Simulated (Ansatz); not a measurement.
# MnO (Manganosite): the cost of one run

Computed with Ansatz 0.2.0 (DFT PBE, scalar-relativistic, plane waves, PAW, unless a step's input says otherwise).

### 1 The starting structure

It takes space group Fm-3m (No. 225, cubic). Conventional cell: a = 4.440 Å, b = 4.440 Å, c = 4.440 Å, α = 90.00°, β = 90.00°, γ = 90.00°. Mn (site symmetry m-3m) has 6 O at 2.22 Å as nearest neighbours. Around O (site symmetry m-3m) lie 6 Mn at 2.22 Å.

Structure file:

```
Mn O
1.0
     0.00000    2.22003    2.22003
     2.22003    0.00000    2.22003
     2.22003    2.22003    0.00000
Mn O
1 1
Direct
  0.00000 0.00000 0.00000
  0.50000 0.50000 0.50000
```

An earlier run at PBE left this cell at 10.942 Å³/atom and -0.06 GPa (14×14×14 mesh).

### 2 Ferromagnetic, larger cell

Input file input.yaml:

```yaml
crystal:
  lattice:
    - [-2.2200320392, -2.2200320392, 4.4400640784]
    - [-4.4400640784, -2.2200320392, 2.2200320392]
    - [-2.2200320392, -4.4400640784, 2.2200320392]
  atoms:
    - { symbol: Mn, position: [0.0, 0.0, 0.0], spin: 5.0 }
    - { symbol: O, position: [1.25, -0.75, -0.75] }
    - { symbol: Mn, position: [0.5, 0.5, 0.5], spin: 5.0 }
    - { symbol: O, position: [1.75, -0.25, -0.25] }
basis:
  ecutwfc: 420
  ecutrho_ratio: 4
kpoints:
  mp_grid: { grid: [10, 10, 10] }
hamiltonian:
  xc: pbe
scf:
  occupations: { method: gaussian, width: 0.05 }
  lower_state_search: "off"
output:
  forces: true
  stress: true
  eigenvalues: true
  populations: true
magnetization:
  spin_polarized: true
```

On the command line:

```sh
$ ansatz run input.yaml --threads 2 --pin off --max-ram 5120MiB --backend cpu --events-out ev --progress --plain --runs-dir out
```

**Question.** How long does this run take on 2 threads of Intel Xeon at 2.50GHz (Skylake/Cascade Lake), shared host, and how much memory does it need?

About 31 s, with a peak of 0.52 GiB.
